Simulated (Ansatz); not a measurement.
**Hf2S: further runs on the relaxed cell**

An exercise on one series of results from a longer session: the logs are not shown, and one member is left open.

Method: DFT PBEsol, scalar-relativistic, plane waves, PAW, in Ansatz 0.2.0.

1 further run of the same task is left out (set aside as unsound or not needed).

## Starting point

It takes space group P6_3/mmc (No. 194, hexagonal). Conventional cell: a = 3.347 Å, b = 3.347 Å, c = 11.664 Å, α = 90.00°, β = 90.00°, γ = 120.00°. Hf (site symmetry 3m) is surrounded by 3 S at 2.60 Å. Around S (site symmetry -6m2) lie 6 Hf at 2.60 Å.

Coordinates:

```
Hf S
1.0
     3.34653    0.00000    0.00000
    -1.67327    2.89818    0.00000
     0.00000    0.00000   11.66424
Hf S
4 2
Direct
  0.66667 0.33333 0.89862
  0.33333 0.66667 0.39862
  0.66667 0.33333 0.60138
  0.33333 0.66667 0.10138
  0.00000 0.00000 0.75000
  0.00000 0.00000 0.25000
```

It goes back to an entry of the Materials Project, which need not be the stable form.

This cell was relaxed beforehand with the same method: volume 18.85 Å³/atom, gap on the mesh none (metal).

The first run:

input.yaml

```yaml
crystal:
  lattice:
    - [3.3465310254, 0.0, 0.0]
    - [-1.6732655127, 2.8981808825, 0.0]
    - [0.0, 0.0, 11.6642358402]
  atoms:
    - { symbol: Hf, position: [0.6666666667, 0.3333333333, 0.8986176343] }
    - { symbol: Hf, position: [0.3333333333, 0.6666666667, 0.3986176343] }
    - { symbol: Hf, position: [0.6666666667, 0.3333333333, 0.6013823657] }
    - { symbol: Hf, position: [0.3333333333, 0.6666666667, 0.1013823657] }
    - { symbol: S, position: [0.0, 0.0, 0.75] }
    - { symbol: S, position: [0.0, 0.0, 0.25] }
basis:
  ecutwfc: 420
kpoints:
  mp_grid: { grid: [12, 12, 4] }
  band_path:
    path:
      - [[0.0, 0.0, 0.0], [0.5, 0.0, 0.0], [0.33333333, 0.33333333, 0.0], [0.0, 0.0, 0.0], [0.0, 0.0, 0.5], [0.5, 0.0, 0.5], [0.33333333, 0.33333333, 0.5], [0.0, 0.0, 0.5]]
      - [[0.5, 0.0, 0.5], [0.5, 0.0, 0.0]]
      - [[0.33333333, 0.33333333, 0.5], [0.33333333, 0.33333333, 0.0]]
    npoints: 14
hamiltonian:
  xc: pbesol
scf:
  occupations: { method: gaussian, width: 0.1 }
  n_extra_bands: 15
output:
  forces: true
  stress: true
  eigenvalues: true
  populations: true
  dos: { projected: true, de: 0.02, nscf_kmesh: { grid: [18, 18, 6] } }
  bader: true
  write_density: true
  write_potential: true
  elf: true
  volumetric_format: npy
```

Run with:

```console
$ ansatz run input.yaml --threads 1 --pin off --max-ram 2560MiB --backend cpu --events-out ev --progress --plain --runs-dir out
```

Steps of the session up to this table: Electronic structure at the relaxed geometry; Volume × 0.97; Volume × 1.03; Volume × 0.94; The cell scaled to 1.06 of its volume.

One table of the session follows, with a row left open; its other results are not shown here.

It belongs to the step «Energy against volume». 

| volume (Å³/atom) | energy above the lowest point (meV/atom) | pressure (GPa) |
| --- | --- | --- |
| 17.724 | 33.0 | 9.80 |
| 18.289 | ? | ? |
| 18.855 | 0.0 | 0.00 |
| 19.421 | 7.1 | -3.93 |
| 19.986 | 27.1 | -7.31 |

Q: Estimate the row for volume (Å³/atom) = 18.289 from the others.

Worked estimate for «energy above the lowest point (meV/atom)». A straight line through the neighbours (17.724, 33.0) and (18.855, 0.0) gives 33.0 + (0.0 − 33.0) × (18.289 − 17.724) / (18.855 − 17.724) = 16.5; a parabola fitted to 3 rows on both sides gives 8.7.

As computed: energy above the lowest point (meV/atom): 7.9; pressure (GPa): 4.55. In «energy above the lowest point (meV/atom)» the line misses by +8.6 and the parabola by +0.8.
